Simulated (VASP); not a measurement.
# SiC (F-43m) in VASP: a series of runs

One crystal, SiC, is run at these levels: PBE; tasks: relaxation of cell and atoms.

Program: VASP 6.6.1. These are calculated values, not measurements. Logs are shortened: lines on timing, memory, paths and dates and some standing lists are left out, and cuts for length are marked.

### Step 1. Starting point

It takes space group F-43m (No. 216, cubic). The conventional cell has a = 4.358 Å, b = 4.358 Å, c = 4.358 Å, α = 90.00°, β = 90.00°, γ = 90.00°. Si (site symmetry -43m) has 4 C at 1.89 Å as nearest neighbours. Around C (site symmetry -43m) lie 4 Si at 1.89 Å.

### Step 2. Relaxation of cell and atoms, PBE

INCAR

```
  ALGO = Fast
  EDIFF = 1E-7
  EDIFFG = -0.002
  ENCUT = 520
  GGA = PE
  IBRION = 2
  ISIF = 3
  ISMEAR = 0
  LASPH = T
  LCHARG = F
  LREAL = F
  LWAVE = F
  NELM = 60
  NSW = 80
  PREC = Accurate
  SIGMA = 1.0
```

KPOINTS

```
k-points
0
Gamma
  12 12 12
```

POSCAR

```
SiC
1.0
    0.0000000000      2.1790000000      2.1790000000
    2.1790000000      0.0000000000      2.1790000000
    2.1790000000      2.1790000000      0.0000000000
Si C
1 1
Direct
    0.0000000000      0.0000000000      0.0000000000
    0.2500000000      0.2500000000      0.2500000000
```

Potentials or basis: VASP PAW PBE potentials, release 64 (Si, C).

Run with:

```console
> cat potpaw_PBE.64/Si/POTCAR potpaw_PBE.64/C/POTCAR > POTCAR
> mpirun -np 1 vasp_std > vasp.out
```

OUTCAR:

```text
EDIFF = 1E-7
   EDIFFG = -0.002
   ENCUT = 520
   GGA = PE
   IBRION = 2
   ISIF = 3
   ISMEAR = 0
   LASPH = T
   LREAL = F
   NELM = 60
   NSW = 80
   PREC = Accurate

 ion  position               nearest neighbor table
   1  0.000  0.000  0.000-   2 1.89   2 1.89   2 1.89   2 1.89
   2  0.250  0.250  0.250-   1 1.89   1 1.89   1 1.89   1 1.89

  LATTYP: Found a face centered cubic cell.
 ALAT       =     4.3580000000

  Lattice vectors:

 A1 = (   0.0000000000,   2.1790000000,   2.1790000000)
 A2 = (   2.1790000000,   0.0000000000,   2.1790000000)
 A3 = (   2.1790000000,   2.1790000000,   0.0000000000)

Analysis of symmetry for initial positions (statically):
=====================================================================
 Subroutine PRICEL returns:
 Original cell was already a primitive cell.

 Routine SETGRP: Setting up the symmetry group for a
 face centered cubic supercell.

 Subroutine GETGRP returns: Found 24 space group operations
 (whereof 24 operations were pure point group operations)
 out of a pool of 48 trial point group operations.

The static configuration has the point symmetry T_d .

Analysis of symmetry for dynamics (positions and initial velocities):
=====================================================================
 Subroutine PRICEL returns:
 Original cell was already a primitive cell.

 Routine SETGRP: Setting up the symmetry group for a
 face centered cubic supercell.

 Subroutine GETGRP returns: Found 24 space group operations
 (whereof 24 operations were pure point group operations)
 out of a pool of 48 trial point group operations.

The dynamic configuration has the point symmetry T_d .

 Subroutine INISYM returns: Found 24 space group operations
 (whereof 24 operations are pure point group operations),
 and found     1 'primitive' translations

----------------------------------------------------------------------------------------

                                     Primitive cell

  volume of cell :      20.6920

  direct lattice vectors                    reciprocal lattice vectors
     0.000000000  2.179000000  2.179000000    -0.229463056  0.229463056  0.229463056
     2.179000000  0.000000000  2.179000000     0.229463056 -0.229463056  0.229463056
     2.179000000  2.179000000  0.000000000     0.229463056  0.229463056 -0.229463056

  length of vectors
     3.081571352  3.081571352  3.081571352     0.397441672  0.397441672  0.397441672

  position of ions in fractional coordinates (direct lattice)
     0.000000000  0.000000000  0.000000000
     0.250000000  0.250000000  0.250000000

  ion indices of the primitive-cell ions
   primitive index   ion index
                 1           1
                 2           2

----------------------------------------------------------------------------------------

 KPOINTS: k-points

Automatic generation of k-mesh.
 Grid dimensions read from file:
 generate k-points for:   12   12   12

 Generating k-lattice:

  Cartesian coordinates                     Fractional coordinates (reciprocal lattice)
    -0.019121921  0.019121921  0.019121921     0.083333333  0.000000000  0.000000000
     0.019121921 -0.019121921  0.019121921     0.000000000  0.083333333  0.000000000
     0.019121921  0.019121921 -0.019121921     0.000000000  0.000000000  0.083333333

  Length of vectors
     0.033120139  0.033120139  0.033120139

  Shift w.r.t. Gamma in fractional coordinates (k-lattice)
     0.000000000  0.000000000  0.000000000

 Subroutine IBZKPT returns following result:
 ===========================================

 Found     72 irreducible k-points:

 Following reciprocal coordinates:
            Coordinates               Weight
  0.000000  0.000000  0.000000      1.000000
  0.083333  0.000000  0.000000      8.000000
  0.166667  0.000000  0.000000      8.000000
  0.250000  0.000000  0.000000      8.000000
  0.333333  0.000000  0.000000      8.000000
  0.416667  0.000000  0.000000      8.000000
[... 16 lines left out ...]
  0.500000  0.166667  0.000000     24.000000
 -0.416667  0.166667  0.000000     24.000000
 [... further k-points ...]
   k-points           NKPTS =     72   k-points in BZ     NKDIM =     72   number of bands    NBANDS=      8
   number of dos      NEDOS =    301   number of ions     NIONS =      2
   total plane-waves  NPLWV =  13824
   dimension x,y,z NGX =    24 NGY =   24 NGZ =   24
   dimension x,y,z NGXF=    48 NGYF=   48 NGZF=   48
   ions per type =               1   1
   NGX,Y,Z   is equivalent  to a cutoff of  12.95, 12.95, 12.95 a.u.
   NGXF,Y,Z  is equivalent  to a cutoff of  25.90, 25.90, 25.90 a.u.
 SYSTEM =  unknown system
   PREC   = accura    normal or accurate (medium, high low for compatibility)
   ISTART =      0    job   : 0-new  1-cont  2-samecut
   ICHARG =      2    charge: 1-file 2-atom 10-const
   ISPIN  =      1    spin polarized calculation?
   LNONCOLLINEAR =      F non collinear calculations
   LSORBIT =      F    spin-orbit coupling
   LASPH  =      T    aspherical Exc in radial PAW
   ENCUT  =  520.0 eV  38.22 Ry    6.18 a.u.   5.73  5.73  5.73*2*pi/ulx,y,z
   NELM   =     60;   NELMIN=  2; NELMDL= -5     # of ELM steps
   EDIFF  = 0.1E-06   stopping-criterion for ELM
   LREAL  =      F    real-space projection
   EDIFFG = -.2E-02   stopping-criterion for IOM
   NSW    =     80    number of steps for IOM
   IBRION =      2    ionic relax: 0-MD 1-quasi-New 2-CG
   NFREE  =      1    steps in history (QN), initial steepest desc. (CG)
   ISIF   =      3    stress and relaxation
   ISYM   =      2    0-nonsym 1-usesym 2-fastsym
   POTIM  = 0.5000    time-step for ionic-motion
   TEBEG  =    0.0;   TEEND  =   0.0 temperature during run
   PSTRESS=    0.0 pullay stress
   NELECT =       8.0000    total number of electrons
   NUPDOWN=      -1.0000    fix difference up-down
   EMIN   =  10.00;   EMAX   =-10.00  energy-range for DOS
   EFERMI =   0.00;   METHOD = LEGACY
   ISMEAR =     0;   SIGMA  =   1.00  broadening in eV -4-tet -1-fermi 0-gaus
   EFERMI_NEDOS =   21; number of points for ismear=-14 and -15
   IALGO  =     68    algorithm
   IMIX   =      4    mixing-type and parameters
     AMIX     =   0.40;   BMIX     =  1.00
     AMIX_MAG =   1.60;   BMIX_MAG =  1.00
  volume/ion in A,a.u.               =      10.35        69.82
  Fermi-wavevector in a.u.,A,eV,Ry     =   1.192626  2.253736 19.352338  1.422357
  Thomas-Fermi vector in A             =   2.328660
   LORBIT       =      0    0 simple, 1 ext, 2 COOP (PROOUT), +10 PAW based schemes
   GGA     = PE    functional components
   LHFCALC =     F    Hartree Fock is set to
   AEXX    =    0.0000 exact exchange contribution
   IVDW    =     0    specifies the selected vdW correction
   LEPSILON=     F    determine dielectric tensor
   LRPA    =     F    only Hartree local field effects (RPA)
 conjugate gradient relaxation of ions
 non-spin polarized calculation
 RMM-DIIS sequential band-by-band and
 Gauss-broadening in eV      SIGMA  =   1.00
  energy-cutoff  :      520.00
  volume of cell :       20.69
 maximum number of plane-waves:       568
   NGX = 11   NGY = 11   NGZ = 11

--------------------------------------- Ionic step        1  -------------------------------------------

 number of electron       8.0000001 magnetization

 Free energy of the ion-electron system (eV)
  ---------------------------------------------------
  ext. energy  EPLUGINS =         0.00000000
  ---------------------------------------------------
  free energy    TOTEN  =       -15.06284454 eV

  energy without entropy =      -15.03866025  energy(sigma->0) =      -15.05075240

------------------------ aborting loop because EDIFF is reached ----------------------------------------

  FORCE on cell =-STRESS in cart. coord.  units (eV):
  Direction    XX          YY          ZZ          XY          YZ          ZX
  --------------------------------------------------------------------------------------
  -------------------------------------------------------------------------------------
  Total        0.4119447      0.4119447      0.4119447     -0.0000000      0.0000000     -0.0000000
  in kB       31.8968495     31.8968495     31.8968495     -0.0000000      0.0000000     -0.0000000
  external PRESSURE =      31.8968495 kB  Pullay stress =       0.0000000 kB

 VOLUME and BASIS-vectors are now :
 -----------------------------------------------------------------------------
  energy-cutoff  :      520.00
  volume of cell :       20.69
      direct lattice vectors                 reciprocal lattice vectors
     0.000000000  2.179000000  2.179000000    -0.229463056  0.229463056  0.229463056
     2.179000000  0.000000000  2.179000000     0.229463056 -0.229463056  0.229463056
     2.179000000  2.179000000  0.000000000     0.229463056  0.229463056 -0.229463056
[... 37 lines left out ...]
 POSITION                                       TOTAL-FORCE (eV/Angst)
 -----------------------------------------------------------------------------------
      4.40130      4.40130      4.40130        -0.000000     -0.000000     -0.000000
      1.10033      1.10033      1.10033         0.000000      0.000000      0.000000
 -----------------------------------------------------------------------------------
    total drift:                                0.000000      0.000000      0.000000

  FREE ENERGIE OF THE ION-ELECTRON SYSTEM (eV)
  ---------------------------------------------------
  free  energy   TOTEN  =       -15.0627041527 eV

  energy  without entropy=      -15.0385103364  energy(sigma->0) =      -15.05060724

--------------------------------------- Ionic step        3  -------------------------------------------

 number of electron       8.0000001 magnetization

 Free energy of the ion-electron system (eV)
  ---------------------------------------------------
  ext. energy  EPLUGINS =         0.00000000
  ---------------------------------------------------
  free energy    TOTEN  =       -15.06582954 eV

  energy without entropy =      -15.04164655  energy(sigma->0) =      -15.05373804

 E-fermi :   8.9551     XC(G=0): -11.2953

 val. band max:        7.9342960148   @ k =   0.0000   0.0000   0.0000
 cond. band min:       9.3113367471   @ k =   0.5000   0.5000   0.0000
 fundamental gap:      1.3770407324
 Fermi energy:         8.9551448255

 k-point     1 :       0.0000    0.0000    0.0000
  band No.  band energies     occupation
      1      -7.3507      2.00000
      2       7.9343      1.85118
      3       7.9343      1.85118
      4       7.9343      1.85118
      5      13.9982      0.00000
      6      15.1484      0.00000
      7      15.1484      0.00000
      8      15.1484      0.00000

 k-point     2 :       0.0833    0.0000    0.0000
  band No.  band energies     occupation
      1      -7.2165      2.00000
      2       7.2091      1.98646
      3       7.8398      1.88528
      4       7.8398      1.88528
      5      14.2529      0.00000
      6      15.2876      0.00000
      7      15.3225      0.00000
      8      15.3225      0.00000
[... 221 lines left out ...]
 k-point    23 :       0.5000    0.1667    0.0000
  band No.  band energies     occupation
      1      -3.6961      2.00000
      2       0.2348      2.00000
      3       5.1785      2.00000
      4       6.1980      1.99990
      5      12.7363      0.00000
      6      15.6505      0.00000
      7      16.7202      0.00000
      8      18.4475      0.00000

 k-point    24 :      -0.4167    0.1667    0.0000
  band No.  band energies     occupation
      1      -3.5206      2.00000
      2       0.0011      2.00000
      3       4.8698      2.00000
      4       6.4338      1.99964
      5      13.0380      0.00000
      6      15.5568      0.00000
      7      16.4077      0.00000
      8      18.9765      0.00000

 [... further k-points ...]
[... 5 lines left out ...]
  --------------------------------------------------------------------------------------
  -------------------------------------------------------------------------------------
  Total        0.0002570      0.0002570      0.0002570     -0.0000000      0.0000000     -0.0000000
  in kB        0.0196101      0.0196101      0.0196101     -0.0000000      0.0000000     -0.0000000
  external PRESSURE =       0.0196101 kB  Pullay stress =       0.0000000 kB

 VOLUME and BASIS-vectors are now :
 -----------------------------------------------------------------------------
  energy-cutoff  :      520.00
  volume of cell :       21.00
      direct lattice vectors                 reciprocal lattice vectors
    -0.000000000  2.189641664  2.189641664    -0.228347865  0.228347865  0.228347865
     2.189641664  0.000000000  2.189641664     0.228347865 -0.228347865  0.228347865
     2.189641664  2.189641664 -0.000000000     0.228347865  0.228347865 -0.228347865

 POSITION                                       TOTAL-FORCE (eV/Angst)
 -----------------------------------------------------------------------------------
      0.00000      0.00000      0.00000        -0.000000     -0.000000     -0.000000
      1.09482      1.09482      1.09482         0.000000      0.000000      0.000000
 -----------------------------------------------------------------------------------
    total drift:                                0.000000      0.000000      0.000000

  FREE ENERGIE OF THE ION-ELECTRON SYSTEM (eV)
  ---------------------------------------------------
  free  energy   TOTEN  =       -15.0658295371 eV

  energy  without entropy=      -15.0416465467  energy(sigma->0) =      -15.05373804

 reached required accuracy - stopping structural energy minimisation
```

Run time: 14 s. Hardware: 1 thread of Intel Xeon Platinum 8488C (Sapphire Rapids), shared host; peak memory 0.14 GiB.

What came out:

```yaml
Free_energy: -15.0658 eV
Relaxed_volume: 10.50 Å³/atom
Relaxed_cell: a = 3.097 Å, b = 3.097 Å, c = 3.097 Å, α = 60.00°, β = 60.00°, γ = 60.00°
Space_group_after_relaxing_to_0.05_Å: F-43m (No. 216)
Energy_gained_by_relaxing: 1.5 meV/atom
Ionic_steps: 3
Pressure_after_relaxing: 0.0 GPa
Band_gap_on_the_k_mesh: 1.38 eV, indirect (least direct gap 4.53 eV)
```

The path:
```tsv
step	energy change (eV)	largest force (eV/Å)	pressure (GPa)	volume (Å³)
1	0.0000	0.0000	3.19	20.69
2	0.0001	0.0000	-3.10	21.31
3	-0.0030	0.0000	0.00	21.00
```

Final structure:
```xyz
2
Lattice="0.0000 2.1896 2.1896 2.1896 0.0000 2.1896 2.1896 2.1896 0.0000" Properties=species:S:1:pos:R:3 pbc="T T T"
Si    0.0000    0.0000    0.0000
C     1.0948    1.0948    1.0948
```

### Step 3. Relaxation of cell and atoms, PBE

This run uses another cell than the first one, of 10.50 Å³/atom, 1.015 times its volume.

INCAR is that of step 2.

KPOINTS is that of step 2.

POSCAR

```
SiC                                     
1.0
   -0.0000000000      2.1896416639      2.1896416639
    2.1896416639      0.0000000000      2.1896416639
    2.1896416639      2.1896416639     -0.0000000000
  Si              C             
     1     1
Direct
     0.0000000000000000    0.0000000000000000    0.0000000000000000
     0.2500000000000000    0.2500000000000000    0.2500000000000000
```

Potentials or basis: VASP PAW PBE potentials, release 64 (Si, C).

Run with:

```console
> cat potpaw_PBE.64/Si/POTCAR potpaw_PBE.64/C/POTCAR > POTCAR
> mpirun -np 1 vasp_std > vasp.out
```

Wall time 6.6 s (1 thread of Intel Xeon Platinum 8488C (Sapphire Rapids), shared host); peak memory 0.13 GiB.

Results (log left out):

| Property | Result |
| --- | --- |
| Free energy | -15.0659 eV |
| Pressure after relaxing | 0.0 GPa |
| Band gap on the k mesh | 1.38 eV, indirect (least direct gap 4.53 eV) |

Final structure:
```yaml
crystal:
  lattice:
    - [0.00000, 2.18964, 2.18964]
    - [2.18964, 0.00000, 2.18964]
    - [2.18964, 2.18964, 0.00000]
  atoms:
    - { symbol: Si, position: [0.00000, 0.00000, 0.00000] }
    - { symbol: C, position: [0.25000, 0.25000, 0.25000] }
```

Levels at points of the mesh, in eV from the valence-band top:
| k point | band 1 | band 2 | band 3 | band 4 | band 5 | band 6 | band 7 | band 8 |
| --- | --- | --- | --- | --- | --- | --- | --- | --- |
| (0.00, 0.00, 0.00) | -15.29 | 0.00 | 0.00 | 0.00 | 6.06 | 7.21 | 7.21 | 7.21 |
| (0.50, 0.00, 0.00) | -11.77 | -8.45 | -1.05 | -1.05 | 5.31 | 7.18 | 7.18 | 9.98 |
| (0.50, 0.50, 0.00) | -10.34 | -7.74 | -3.15 | -3.15 | 1.38 | 4.28 | 13.87 | 14.58 |

Caveat: the relaxation stopped at its first step, so nothing moved.
